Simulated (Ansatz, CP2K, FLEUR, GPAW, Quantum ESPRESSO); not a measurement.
## TiC: energy against volume and a worked fit

```cif
data_structure
_symmetry_space_group_name_H-M 'P 1'
_symmetry_Int_Tables_number 1
_cell_length_a 3.0628
_cell_length_b 3.0628
_cell_length_c 3.0628
_cell_angle_alpha 60.000
_cell_angle_beta 60.000
_cell_angle_gamma 60.000
_cell_volume 20.32
loop_
_atom_site_label
_atom_site_type_symbol
_atom_site_fract_x
_atom_site_fract_y
_atom_site_fract_z
_atom_site_occupancy
Ti1 Ti 0.00000 0.00000 0.00000 1
C1 C 0.50000 0.50000 0.50000 1
```

The cell is a database's computed one, not the measured one.

The cell was scaled at fixed shape and fractions and run with CP2K, GTH_POTENTIALS Ti GTH-PADE-q12, C GTH-PADE-q4; TZVP-MOLOPT-PBE-GTH basis; LDA, k mesh 11 × 11 × 11 on the cell of 2 atoms, fermi-dirac occupations of 0.0259 eV, no spin polarisation, no spin-orbit coupling. Energies are those that the program minimises, any entropy of the smearing included. For a metal such a mesh isn't converged to the digits shown.

```csv
V (Å³/atom),energy over the lowest row (meV/atom)
9.5485,1.30
9.7516,0.00
9.9548,6.05
10.1580,18.70
10.3611,?
10.5643,61.23
10.7674,89.96
```

Question: Fit the third-order Birch-Murnaghan form, give V0, B0 and B′, and predict the energy left open.

Answer: With y = (V0/V)^(2/3), E = E0 + (9 V0 B0/16) [(y - 1)³ B′ + (y - 1)² (6 - 4y)]. Least squares through the rows shown give V0 = 9.6836 Å³/atom, E0 = -0.42 meV, B0 = 285.9 GPa (1 eV/Å³ = 160.218 GPa) and B′ = 4.09, with a largest miss of 0.02 meV. At V = 10.3611 the form with these constants gives 37.28 meV; the run gave 37.29 meV an atom. Other set-ups at this level, from all their volumes (Å³/atom, GPa): FLEUR, all-electron, FLAPW: V0 9.668, B0 282.9; GPAW, the program's PAW data sets (release 1.2.1) made for this functional: V0 9.723, B0 282.7; Ansatz, all-electron LAPW, scalar-relativistic: V0 9.675, B0 282.9; Quantum ESPRESSO, PseudoDojo 0.4.1 SR LDA standard: V0 9.686, B0 282.7. Measured volume: 10.09 Å³/atom at 300 K (pmc:8230697, doi:10.3390/ma14123222), so the fit lies -4.0 % from it. The runs are for a static lattice.
